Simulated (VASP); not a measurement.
# InAs (F-43m) in VASP: a series of runs

Runs on InAs. Level: PBEsol. Tasks: single point, relaxation of cell and atoms.

Program: VASP 6.6.1. These are calculated values, not measurements. Logs are shortened: lines on timing, memory, paths and dates and some standing lists are left out, and cuts for length are marked.

**Experimental background.**

A printed reference work, data compilation reports, for a bulk crystal of InAs at 4.2 K: band gap 0.418 eV (direct).

The runs below are set against these values where they give the same quantity.

**1. Starting point**

It takes space group F-43m (No. 216, cubic). Conventional cell: a = 6.087 Å, b = 6.087 Å, c = 6.087 Å, α = 90.00°, β = 90.00°, γ = 90.00°. Around In (site symmetry -43m) lie 4 As at 2.64 Å. Around As (site symmetry -43m) lie 4 In at 2.64 Å.

**2. Single point, PBEsol**

The input, INCAR:

```
SYSTEM = InAs
  PREC = Accurate
  ENCUT = 520
  EDIFF = 1E-6
  ISMEAR = 0
  SIGMA = 0.1
  LREAL = .False.
  LASPH = .True.
  NELM = 100
  ALGO = Fast
  ISIF = 2
  LWAVE = .False.
  LCHARG = .True.
  GGA = PS
  LELF = .True.
  LVHAR = .True.
  NBANDS = 16
```

The input, KPOINTS:

```
Automatic mesh
0
Gamma
  12 12 12
  0 0 0
```

The input, POSCAR:

```
InAs
1.0
    0.0000000000      3.0437329611      3.0437329611
    3.0437329611      0.0000000000      3.0437329611
    3.0437329611      3.0437329611      0.0000000000
In As
1 1
Direct
    0.0000000000      0.0000000000      0.0000000000
    0.7500000000      0.7500000000      0.7500000000
```

Potentials or basis: VASP PAW PBE potentials, release 64 (In_d, As).

Started as:

```
$ cat potpaw_PBE.64/In_d/POTCAR potpaw_PBE.64/As/POTCAR > POTCAR
$ mpirun -np 1 vasp_std > vasp.out
```

OUTCAR:

```text
SYSTEM = InAs
   PREC = Accurate
   ENCUT = 520
   EDIFF = 1E-6
   ISMEAR = 0
   LREAL = .False.
   LASPH = .True.
   NELM = 100
   ISIF = 2
   GGA = PS

 ion  position               nearest neighbor table
   1  0.000  0.000  0.000-   2 2.64   2 2.64   2 2.64   2 2.64
   2  0.750  0.750  0.750-   1 2.64   1 2.64   1 2.64   1 2.64

  LATTYP: Found a face centered cubic cell.
 ALAT       =     6.0874659222

  Lattice vectors:

 A1 = (   0.0000000000,   3.0437329611,   3.0437329611)
 A2 = (   3.0437329611,   0.0000000000,   3.0437329611)
 A3 = (   3.0437329611,   3.0437329611,   0.0000000000)

Analysis of symmetry for initial positions (statically):
=====================================================================
 Subroutine PRICEL returns:
 Original cell was already a primitive cell.

 Routine SETGRP: Setting up the symmetry group for a
 face centered cubic supercell.

 Subroutine GETGRP returns: Found 24 space group operations
 (whereof 24 operations were pure point group operations)
 out of a pool of 48 trial point group operations.

The static configuration has the point symmetry T_d .

Analysis of symmetry for dynamics (positions and initial velocities):
=====================================================================
 Subroutine PRICEL returns:
 Original cell was already a primitive cell.

 Routine SETGRP: Setting up the symmetry group for a
 face centered cubic supercell.

 Subroutine GETGRP returns: Found 24 space group operations
 (whereof 24 operations were pure point group operations)
 out of a pool of 48 trial point group operations.

The dynamic configuration has the point symmetry T_d .

 Subroutine INISYM returns: Found 24 space group operations
 (whereof 24 operations are pure point group operations),
 and found     1 'primitive' translations

----------------------------------------------------------------------------------------

                                     Primitive cell

  volume of cell :      56.3962

  direct lattice vectors                    reciprocal lattice vectors
     0.000000000  3.043732961  3.043732961    -0.164271967  0.164271967  0.164271967
     3.043732961  0.000000000  3.043732961     0.164271967 -0.164271967  0.164271967
     3.043732961  3.043732961  0.000000000     0.164271967  0.164271967 -0.164271967

  length of vectors
     4.304488434  4.304488434  4.304488434     0.284527393  0.284527393  0.284527393
[... 80 lines left out ...]
   NELM   =    100;   NELMIN=  2; NELMDL= -5     # of ELM steps
   EDIFF  = 0.1E-05   stopping-criterion for ELM
   LREAL  =      F    real-space projection
   EDIFFG = 0.1E-04   stopping-criterion for IOM
   NSW    =      0    number of steps for IOM
   IBRION =     -1    ionic relax: 0-MD 1-quasi-New 2-CG
   NFREE  =      0    steps in history (QN), initial steepest desc. (CG)
   ISIF   =      2    stress and relaxation
   ISYM   =      2    0-nonsym 1-usesym 2-fastsym
   POTIM  = 0.5000    time-step for ionic-motion
   TEBEG  =    0.0;   TEEND  =   0.0 temperature during run
   PSTRESS=    0.0 pullay stress
   NELECT =      18.0000    total number of electrons
   NUPDOWN=      -1.0000    fix difference up-down
   EMIN   =  10.00;   EMAX   =-10.00  energy-range for DOS
   EFERMI =   0.00;   METHOD = LEGACY
   ISMEAR =     0;   SIGMA  =   0.10  broadening in eV -4-tet -1-fermi 0-gaus
   EFERMI_NEDOS =   21; number of points for ismear=-14 and -15
   IALGO  =     68    algorithm
   IMIX   =      4    mixing-type and parameters
     AMIX     =   0.40;   BMIX     =  1.00
     AMIX_MAG =   1.60;   BMIX_MAG =  1.00
  volume/ion in A,a.u.               =      28.20       190.29
  Fermi-wavevector in a.u.,A,eV,Ry     =   1.118791  2.114209 17.030333  1.251694
  Thomas-Fermi vector in A             =   2.255425
   LORBIT       =      0    0 simple, 1 ext, 2 COOP (PROOUT), +10 PAW based schemes
   GGA     = PS    functional components
   LHFCALC =     F    Hartree Fock is set to
   AEXX    =    0.0000 exact exchange contribution
   IVDW    =     0    specifies the selected vdW correction
   LEPSILON=     F    determine dielectric tensor
   LRPA    =     F    only Hartree local field effects (RPA)
 non-spin polarized calculation
 RMM-DIIS sequential band-by-band and
 Gauss-broadening in eV      SIGMA  =   0.10
  energy-cutoff  :      520.00
  volume of cell :       56.40
 maximum number of plane-waves:      1540
   NGX = 17   NGY = 17   NGZ = 17

 number of electron      17.9999992 magnetization

 Free energy of the ion-electron system (eV)
  ---------------------------------------------------
  ext. energy  EPLUGINS =         0.00000000
  ---------------------------------------------------
  free energy    TOTEN  =        -8.49070333 eV

  energy without entropy =       -8.49055040  energy(sigma->0) =       -8.49062687

 E-fermi :   4.2334     XC(G=0):  -9.1972

 val. band max:        4.1729515660   @ k =   0.0000   0.0000   0.0000
 cond. band min:       4.8871668108   @ k =   0.0833   0.0000   0.0000
 fundamental gap:      0.7142152448
 Fermi energy:         4.2333835122

 k-point     1 :       0.0000    0.0000    0.0000
  band No.  band energies     occupation
      1     -10.1193      2.00000
      2     -10.1193      2.00000
      3     -10.1193      2.00000
      4      -9.9995      2.00000
      5      -9.9995      2.00000
      6      -7.5892      2.00000
[... 433 lines left out ...]
      3     -10.0779      2.00000
      4      -9.9989      2.00000
      5      -9.9937      2.00000
      6      -6.0203      2.00000
[... 8 lines left out ...]
     15      13.7512      0.00000
     16      14.1279      0.00000

 [... further k-points ...]

------------------------ aborting loop because EDIFF is reached ----------------------------------------

  FORCE on cell =-STRESS in cart. coord.  units (eV):
  Direction    XX          YY          ZZ          XY          YZ          ZX
  --------------------------------------------------------------------------------------
  -------------------------------------------------------------------------------------
  Total        0.0283232      0.0283232      0.0283232      0.0000000     -0.0000000      0.0000000
  in kB        0.8046443      0.8046443      0.8046443      0.0000000     -0.0000000      0.0000000
  external PRESSURE =       0.8046443 kB  Pullay stress =       0.0000000 kB

 VOLUME and BASIS-vectors are now :
 -----------------------------------------------------------------------------
  energy-cutoff  :      520.00
  volume of cell :       56.40
      direct lattice vectors                 reciprocal lattice vectors
     0.000000000  3.043732961  3.043732961    -0.164271967  0.164271967  0.164271967
     3.043732961  0.000000000  3.043732961     0.164271967 -0.164271967  0.164271967
     3.043732961  3.043732961  0.000000000     0.164271967  0.164271967 -0.164271967

 POSITION                                       TOTAL-FORCE (eV/Angst)
 -----------------------------------------------------------------------------------
      0.00000      0.00000      0.00000        -0.000000     -0.000000     -0.000000
      4.56560      4.56560      4.56560         0.000000      0.000000      0.000000
 -----------------------------------------------------------------------------------
    total drift:                                0.000000      0.000000      0.000000

  FREE ENERGIE OF THE ION-ELECTRON SYSTEM (eV)
  ---------------------------------------------------
  free  energy   TOTEN  =        -8.4907033339 eV

  energy  without entropy=       -8.4905504031  energy(sigma->0) =       -8.49062687
```

Run time: 30 s. Hardware: 1 thread of Intel Xeon Platinum 8488C (Sapphire Rapids), shared host; peak memory 0.21 GiB.

What came out:

* Free energy: -8.4907 eV
* Pressure: 0.1 GPa
* Band gap on the k mesh: none (metal or under the smearing width)

Caveat: the PAW data sets were made with another functional, which shifts forces and pressure a little; this crystal is a semiconductor, whose small gap the functional closes, so the metal is an error of the method.

**3. Relaxation of cell and atoms, PBEsol**

This run uses another cell than the first one, of 27.65 Å³/atom, 0.981 times its volume.

The input, INCAR:

```
PREC     = Accurate       # precision mode
ENCUT    = 600            # plane-wave cutoff, eV
EDIFF    = 1E-6           # SCF threshold, eV
ISMEAR   = 0              # smearing method
SIGMA    = 0.1            # smearing width, eV
LREAL    = F              # projectors in reciprocal space
LASPH    = T              # aspherical terms in the spheres
NELM     = 100            # most SCF steps
ALGO     = Fast           # electronic algorithm
ISIF     = 3              # what is computed and relaxed
LWAVE    = F              # write WAVECAR
LCHARG   = F              # write CHGCAR
GGA      = PS             # functional
IBRION   = 2              # ionic algorithm
NSW      = 100            # ionic steps
EDIFFG   = -0.005         # ionic threshold
```

The input, KPOINTS:

```
regular mesh
0
Gamma
  12 12 12
```

The input, POSCAR:

```
InAs
1.0
    0.0000000000      3.0240000000      3.0240000000
    3.0240000000      0.0000000000      3.0240000000
    3.0240000000      3.0240000000      0.0000000000
In As
1 1
Direct
    0.0000000000      0.0000000000      0.0000000000
    0.7500000000      0.7500000000      0.7500000000
```

Potentials or basis: VASP PAW PBE potentials, release 64 (In_d, As).

Started as:

```
$ cat potpaw_PBE.64/In_d/POTCAR potpaw_PBE.64/As/POTCAR > POTCAR
$ mpirun -np 1 vasp_std > vasp.out
```

It took 95 s on 1 thread of Intel Xeon Platinum 8488C (Sapphire Rapids), shared host; peak memory 0.26 GiB.

It converged, with:

```yaml
Free_energy: -8.4909 eV
Relaxed_volume: 28.24 Å³/atom
Relaxed_cell: a = 4.307 Å, b = 4.307 Å, c = 4.307 Å, α = 60.00°, β = 60.00°, γ = 60.00°
Space_group_after_relaxing_to_0.05_Å: F-43m (No. 216)
Energy_gained_by_relaxing: 2.2 meV/atom
Ionic_steps: 3
Pressure_after_relaxing: 0.0 GPa
Band_gap_on_the_k_mesh: none (metal or under the smearing width)
```

Step by step:
| step | energy change (eV) | largest force (eV/Å) | pressure (GPa) | volume (Å³) |
| --- | --- | --- | --- | --- |
| 1 | 0.0000 | 0.0000 | 1.24 | 55.31 |
| 2 | -0.0036 | 0.0000 | -0.60 | 57.04 |
| 3 | -0.0045 | 0.0000 | -0.01 | 56.49 |

Final structure:
```yaml
crystal:
  lattice:
    - [0.00000, 3.04537, 3.04537]
    - [3.04537, 0.00000, 3.04537]
    - [3.04537, 3.04537, 0.00000]
  atoms:
    - { symbol: In, position: [0.00000, 0.00000, 0.00000] }
    - { symbol: As, position: [0.75000, 0.75000, 0.75000] }
```

Levels at points of the mesh, in eV from the Fermi level:
| k point | band 7 | band 8 | band 9 | band 10 | band 11 | band 12 |
| --- | --- | --- | --- | --- | --- | --- |
| (0.00, 0.00, 0.00) | -0.45 | -0.06 | -0.06 | -0.06 | 3.79 | 3.79 |
| (0.50, 0.00, 0.00) | -5.77 | -1.03 | -1.03 | 0.77 | 4.55 | 4.55 |
| (0.50, 0.50, 0.00) | -5.85 | -2.33 | -2.33 | 1.41 | 1.92 | 8.88 |

Caveat: the PAW data sets were made with another functional, which shifts forces and pressure a little; this crystal is a semiconductor, whose small gap the functional closes, so the metal is an error of the method. Zero-point motion and thermal expansion aren't in these numbers.

**4. Single point, PBEsol (bulk in the cell of the (1 1 1) plane)**

The input, INCAR:

```
SYSTEM = InAs
PREC     = Accurate       ! precision mode
ENCUT    = 520            ! plane-wave cutoff, eV
EDIFF    = 1E-6           ! SCF threshold, eV
ISMEAR   = 0              ! smearing method
SIGMA    = 0.1            ! smearing width, eV
LREAL    = .False.        ! projectors in reciprocal space
LASPH    = .True.         ! aspherical terms in the spheres
NELM     = 100            ! most SCF steps
ALGO     = Fast           ! electronic algorithm
ISIF     = 2              ! what is computed and relaxed
LWAVE    = .False.        ! write WAVECAR
LCHARG   = .False.        ! write CHGCAR
GGA      = PS             ! functional
NBANDS   = 16             ! bands
ISYM     = 0
```

The input, KPOINTS:

```
regular mesh
0
Gamma
  9 9 10
  0 0 0
```

The input, POSCAR:

```
InAs
1.0
    4.3044884338      0.0000000000      0.0000000000
   -2.1522442169      3.7277963340      0.0000000000
    2.1522442169     -1.2425987780      3.5146000889
In As
1 1
Direct
    0.0000000000      0.0000000000      0.0000000000
    0.7500000000      0.2500000000      0.7500000000
```

Started as:

```
$ cat potpaw_PBE.64/In_d/POTCAR potpaw_PBE.64/As/POTCAR > POTCAR
$ mpirun -np 1 vasp_std > vasp.out
```

Run time: 2.5 min. Hardware: 1 thread of Intel Xeon Platinum 8488C (Sapphire Rapids), shared host; peak memory 0.48 GiB.

Results (log left out):

```
Free energy            : -8.4896 eV
Pressure               : 0.1 GPa
Band gap on the k mesh : none (metal or under the smearing width)
```

Levels at points of the mesh, in eV from the Fermi level:
```
           k point  band 6  band 7  band 8  band 9  band 10  band 11  band 12  band 13
(0.00, 0.00, 0.00)  -11.80   -0.42   -0.04   -0.04    -0.04     3.81     3.81     3.81
(0.00, 0.00, 0.50)  -10.38   -5.75   -1.01   -1.01     0.79     4.57     4.57     6.65
```

Caveat: the PAW data sets were made with another functional, which shifts forces and pressure a little.

**5. Summary**

```csv
task,cell,k mesh,cutoff (eV),gap on the mesh (eV),pressure (GPa)
single point,"F-43m, 28.2 Å³/atom",12 × 12 × 12,520,none,0.1
relaxation of cell and atoms,relaxed,12 × 12 × 12,600,none,0.0
single point,bulk in the cell of the (1 1 1) plane,9 × 9 × 10,520,none,0.1
```

Alike in all rows: level PBEsol; potentials or basis VASP PAW PBE potentials, release 64 (In_d, As); no spin polarisation; smearing gaussian 0.1 eV.

Caveats: the PAW data sets were made with another functional, which shifts forces and pressure a little; this crystal is a semiconductor, whose small gap the functional closes, so the metal is an error of the method (some runs).

Total energies depend on the potentials used, so only differences within one code and one set of settings carry meaning.

**6. How close it comes**

Step 2. A measured gap of InAs is 0.418 eV (direct; 4.2 K; a printed reference work, data compilation); the calculated 0.00 eV misses it by -0.42 eV. Spin-orbit coupling on As, In is left out. The value is that of PBEsol on a finite k mesh, which can miss the band edges, without temperature or zero-point motion. Semilocal functionals fall short of measured gaps as a rule.
